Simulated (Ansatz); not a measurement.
# TiAl: pressure against volume per atom

Results calculated with Ansatz 0.2.0, not measured. Periodic Kohn-Sham DFT of a crystal at fixed atoms; pressure and stress are positive in compression; the energy is the free energy less that of spherical unpolarised free atoms; site moments are those in the method's own spheres, positive along +z.

Cell of the first row (space group P4/mmm, No. 123):
```
CELL_PARAMETERS angstrom
2.77990 0.00000 0.00000
0.00000 2.77990 0.00000
0.00000 0.00000 3.97690
ATOMIC_POSITIONS crystal
Ti 0.00000 0.00000 0.00000
Al 0.50000 0.50000 0.50000
```

Settings of every row: method frozen-core PAW; functional PBE; relativity scalar; k mesh 12x12x8; filling fermi-dirac; smearing width 0.05 eV; wave cutoff 420 eV; paw set soft_2.

Atom start moment: 0 on all atoms.

| row | volume per atom (Å³) | pressure (GPa) |
| --- | --- | --- |
| 1 | 15.366 | 6.957 |
| 2 | 16.012 | ? |
| 3 | 16.338 | -0.718 |
| 4 | 16.665 | -2.827 |
| 5 | 17.319 | -6.466 |

Question: what pressure should row 2 give?

Worked fit of pressure. Take u = (V_r/V)^(2/3) − 1 with V_r = 16.502 Å³ an atom, which is twice the finite (Eulerian) strain; such expansions in the strain, on which the Birch-Murnaghan equation of state is built, carry the rest volume and the bulk modulus. The shown rows have u = 0.0487, 0.00668, -0.00653, -0.0317. Least squares give pressure = −1.8025 + 160.012 × u + 407.57 × u² GPa; a straight line predicts inner rows, each left out in turn, worse (root mean square 0.41 against 0.0058 GPa). The rows lie off it by 0.000, -0.003, 0.003, -0.001. The pressure vanishes at u = 0.0110, or V = 16.23 Å³ an atom, and there the bulk modulus at fixed shape and fractions is B = −V dP/dV = (2/3)(1 + u) dP/du = 114 GPa. Letting shape and atoms relax would as a rule lower it, by much in layered, chain or molecular crystals. The withheld row has u = 0.0203, so the fit gives −1.8025 + 160.012 × (0.0203) + 407.57 × (0.0203)² = 1.614 GPa.

The calculation gave 1.613 GPa. The fit lies 0.001 GPa (0.0074 % of the column's range) above it, one unit of the last digit.
